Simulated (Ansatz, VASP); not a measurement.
**NiO: VASP beside Ansatz**

Contents of INCAR:

```
SYSTEM = NiO
PREC     = Accurate       ! precision mode
ENCUT    = 600            ! plane-wave cutoff, eV
EDIFF    = 1E-6           ! SCF threshold, eV
ISMEAR   = -1             ! smearing method
SIGMA    = 0.05           ! smearing width, eV
LREAL    = .False.        ! projectors in reciprocal space
LASPH    = .True.         ! aspherical terms in the spheres
NELM     = 120            ! most SCF steps
ALGO     = Fast           ! electronic algorithm
ISIF     = 3              ! what is computed and relaxed
LWAVE    = .False.        ! write WAVECAR
LCHARG   = .False.        ! write CHGCAR
ISPIN    = 2              ! spin polarisation
MAGMOM   = 1 0            ! initial moments
LORBIT   = 11             ! projections on sites
LMAXMIX  = 4              ! l up to which the mixer works
GGA      = PE             ! functional
IVDW     = 12             ! dispersion correction
IBRION   = 2              ! ionic algorithm
NSW      = 40             ! ionic steps
EDIFFG   = -0.005         ! ionic threshold
```

File KPOINTS:

```
regular mesh
0
Gamma
  11 11 11
  0 0 0
```

The input POSCAR:

```
NiO
1.0
    0.0000000000      2.0859016414      2.0859016414
    2.0859016414      0.0000000000      2.0859016414
    2.0859016414      2.0859016414      0.0000000000
Ni O
1 1
Direct
    0.0000000000      0.0000000000      0.0000000000
    0.5000000000      0.5000000000      0.5000000000
```

input.yaml

```yaml
crystal:
  lattice:
    - [0.0, 2.0859016414, 2.0859016414]
    - [2.0859016414, 0.0, 2.0859016414]
    - [2.0859016414, 2.0859016414, 0.0]
  atoms:
    - { symbol: Ni, position: [0.0, 0.0, 0.0], spin: 1.0 }
    - { symbol: O, position: [0.5, 0.5, 0.5] }
hamiltonian:
  xc: pbe
  pseudopotentials: { kind: paw }
  dispersion: d3bj
magnetization:
  spin_polarized: true
kpoints:
  mp_grid: { grid: [11, 11, 11] }
scf:
  occupations: { method: fermi_dirac, width: 0.05 }
output:
  forces: true
  stress: true
relax:
  f_tol: 0.01
  max_steps: 40
  cell: { stress_tol: 0.05 }
```

Alike in both runs: task relaxation of cell and atoms; functional PBE; dispersion D3(BJ); k mesh 11 × 11 × 11; occupations fermi-dirac, width 0.05 eV; collinear spin, ferromagnetic start.

|  | VASP | Ansatz |
| --- | --- | --- |
| version | VASP 6.6.1 | Ansatz 0.2.0 |
| potentials or method | VASP PAW PBE potentials, release 64 (Ni, O) | Ansatz PAW |
| plane-wave cutoff (eV) | 600 | 420 |
| valence electrons in the cell | 16 | 24 |

VASP gave:

- net moment per atom (μB): 0.85
- size of the moment on the site where the two differ most (μB): 0.26
- relaxed volume (Å³/atom): 9.15
- relaxed cell length with the largest relative difference (Å): 2.958

Q: Estimate Ansatz's values.

A: net moment per atom (μB): 0.88; size of the moment on the site where the two differ most (μB): 0.28; relaxed volume (Å³/atom): 9.19; relaxed cell length with the largest relative difference (Å): 2.962.

Site moments also hang on the region over which each program counts them. The two sets of potentials don't hold the same shells in valence.

Caveats: a cell with one magnetic atom can't hold antiferromagnetic order, which such compounds often take; semilocal functionals often make such compounds metallic where correlation or magnetic order opens a gap, which also shifts bond lengths (VASP); pairwise dispersion overbinds metals, which lowers pressure and volume (VASP); the plane-wave basis is chosen anew once the cell has moved, so the energies of steps on either side of that aren't comparable (Ansatz); the pressure holds a Pulay correction of +0.7 GPa for the finite cutoff (Ansatz). Zero-point motion and thermal expansion aren't in these numbers. With open d or f shells a metallic result of PBE can be an artefact of self-interaction; +U or a hybrid may open a gap.
